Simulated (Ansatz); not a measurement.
The system is Se.

```
CELL_PARAMETERS angstrom
2.81056 0.00000 0.00000
0.00000 2.81056 0.00000
0.00000 0.00000 2.81056
ATOMIC_POSITIONS crystal
Se 0.00000 0.00000 0.00000
```

This isn't the form of Se at room conditions, which is trigonal, of chains.

```yaml
Program: Ansatz 0.2.0
Task: relaxation of cell and atoms
Functional: PBEsol
Dispersion: D4
Potentials_or_basis: Ansatz PAW
Cutoff: "420 eV (not typed: the program's choice for these potentials)"
k_mesh: 9 × 9 × 9
Occupations: fermi-dirac, width 0.05 eV
Spin: no spin polarisation
```

At the start: volume 22.20 Å³/atom.

**Question.** Where does the relaxation end?

**Answer.** It ends after 5 steps and the volume is 21.26 Å³/atom (-4.2 %); space group Pm-3m (No. 221, to 0.05 Å).

Step by step:
```
step  energy change (eV)  largest force (eV/Å)  volume (Å³)
   1              0.0000                0.0000        22.20
   2             -0.0032                0.0000        20.53
   3             -0.0101                0.0000        21.32
   4             -0.0101                0.0000        21.26
   5             -0.0100                0.0000        21.26
```

Final structure:
```xyz
1
Lattice="2.7704 0.0000 0.0000 0.0000 2.7704 0.0000 0.0000 0.0000 2.7704" Properties=species:S:1:pos:R:3 pbc="T T T"
Se    0.0000    0.0000    0.0000
```

Caveat: the plane-wave basis is chosen anew once the cell has moved, so the energies of steps on either side of that aren't comparable; pairwise dispersion overbinds metals, which lowers pressure and volume; the PAW data sets come from PBE, with cores solved anew for the run's functional, which leaves a small shift of forces and pressure.
